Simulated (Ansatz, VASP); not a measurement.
# In3As: VASP beside Ansatz

The input INCAR:

```
SYSTEM = In3As
PREC = Accurate
ENCUT = 520
EDIFF = 1E-6
ISMEAR = 0
SIGMA = 0.15
LREAL = .FALSE.
LASPH = .TRUE.
NELM = 100
ALGO = Fast
ISIF = 2
LWAVE = .FALSE.
LCHARG = .FALSE.
GGA = PE
IVDW = 12
NBANDS = 30
```

File KPOINTS:

```
Automatic mesh
0
G
  10 10 10
  0 0 0
```

The input POSCAR:

```
In3As
1.0
    4.6021353856      0.0000000000      0.0000000000
    0.0000000000      4.6021353856      0.0000000000
    0.0000000000      0.0000000000      4.6021353856
In As
3 1
Direct
    0.0000000000      0.5000000000      0.5000000000
    0.5000000000      0.0000000000      0.5000000000
    0.5000000000      0.5000000000      0.0000000000
    0.0000000000      0.0000000000      0.0488903479
```

Input for Ansatz:

```yaml
crystal:
  lattice:
    - [4.6021353856, 0.0, 0.0]
    - [0.0, 4.6021353856, 0.0]
    - [0.0, 0.0, 4.6021353856]
  atoms:
    - { symbol: In, position: [0.0, 0.5, 0.5] }
    - { symbol: In, position: [0.5, 0.0, 0.5] }
    - { symbol: In, position: [0.5, 0.5, 0.0] }
    - { symbol: As, position: [0.0, 0.0, 0.0488903479] }
basis:
  ecutwfc: 420
kpoints:
  mp_grid: { grid: [10, 10, 10] }
hamiltonian:
  xc: pbe
  dispersion: d3bj
scf:
  occupations: { method: gaussian, width: 0.15 }
output:
  forces: true
  stress: true
  eigenvalues: true
```

Alike in both runs: task single point; functional PBE; dispersion D3(BJ); k mesh 10 × 10 × 10; occupations gaussian, width 0.15 eV; no spin polarisation.

|  | VASP | Ansatz |
| --- | --- | --- |
| version | VASP 6.6.1 | Ansatz 0.2.0 |
| potentials or method | VASP PAW PBE potentials, release 64 (In_d, As) | scalar-relativistic, plane waves, PAW |
| plane-wave cutoff (eV) | 520 | 420 |
| valence electrons in the cell | 44 | 54 |

|  | VASP | Ansatz | Ansatz less VASP |
| --- | --- | --- | --- |
| gap on the k mesh at the Fermi level (eV) | none | none | - |
| pressure (GPa) | 0.3 | 0.2 | 0.00 |
| rms of the force components (eV/Å) | 0.079 | 0.079 | -0.0003 |

Atom by atom the forces differ by 0.002 eV/Å (rms over components). A gap of «none» marks a metal or a gap that the smearing closes. The two sets of potentials don't hold the same shells in valence.

Caveats: pairwise dispersion overbinds metals, which lowers pressure and volume.
